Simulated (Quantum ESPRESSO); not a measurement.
## Cl: band structure with PBEsol

Cl:

```
CELL_PARAMETERS angstrom
3.14500 -2.25000 0.00000
3.14500 2.25000 0.00000
0.00000 0.00000 8.21000
ATOMIC_POSITIONS crystal
Cl 0.37000 0.63000 0.40000
Cl 0.13000 0.87000 0.90000
Cl 0.63000 0.37000 0.60000
Cl 0.87000 0.13000 0.10000
```

* Program: Quantum ESPRESSO 7.5
* Task: band structure
* Functional: PBEsol
* Potentials or basis: GBRV 1.5 PBEsol
* Cutoff: 612 eV
* Density cutoff: 4898 eV
* k mesh: 7 × 7 × 4
* Occupations: fermi-dirac, width 0.05 eV
* Spin: no spin polarisation
* Mixing beta: 0.5
* Most SCF iterations: 120
* SCF threshold: 8e-10 Ry

| Property | Result |
| --- | --- |
| Pressure | -0.9 GPa |
| Largest force | 0.174 eV/Å |
| Band gap on the k mesh | 2.44 eV, indirect (least direct gap 2.50 eV) |
| Band gap along the path | 2.43 eV, indirect (least direct gap 2.48 eV) |

Forces in eV/Å, atoms in the order of the input:
```
Cl   0.000 -0.164  0.060
Cl   0.000  0.164  0.060
Cl   0.000  0.164 -0.060
Cl   0.000 -0.164 -0.060
```

Stress tensor (GPa, compression positive):
```
 0.17  0.00  0.00
 0.00 -1.14  0.00
 0.00  0.00 -1.66
```

Levels at the corners of the path, in eV from the valence-band top:
```
point  band 11  band 12  band 13  band 14  band 15  band 16  band 17  band 18
    Γ    -0.72    -0.41    -0.15    -0.06     2.44     3.02     6.72     7.34
    X    -0.86    -0.67    -0.22    -0.01     2.58     2.76     8.36     9.01
    S    -0.52    -0.52    -0.16    -0.16     2.84     2.84     8.13     8.13
    R    -0.44    -0.44    -0.01    -0.01     2.73     2.73     8.35     8.35
    A    -0.42    -0.42    -0.41    -0.41     2.66     2.66     9.05     9.05
    Z    -0.66    -0.66    -0.10    -0.10     2.64     2.64     7.28     7.28
    Γ    -0.72    -0.41    -0.15    -0.06     2.44     3.02     6.72     7.34
    Y    -0.98    -0.91    -0.37     0.00     2.52     2.72     8.41     8.51
   X1    -0.86    -0.67    -0.22    -0.01     2.58     2.76     8.36     9.01
   A1    -0.42    -0.42    -0.41    -0.41     2.66     2.66     9.05     9.05
    T    -0.72    -0.72    -0.47    -0.47     2.55     2.55     8.77     8.77
    Y    -0.98    -0.91    -0.37     0.00     2.52     2.72     8.41     8.51
    Z    -0.66    -0.66    -0.10    -0.10     2.64     2.64     7.28     7.28
    T    -0.72    -0.72    -0.47    -0.47     2.55     2.55     8.77     8.77
```

Run time: 100 s on 2 MPI ranks on Arm Neoverse V1 (shared host), peak memory 0.5 GiB a rank.

Caveat: some levels on the path didn't converge. A hybrid or GW would open this gap; PBEsol tends to underestimate it.
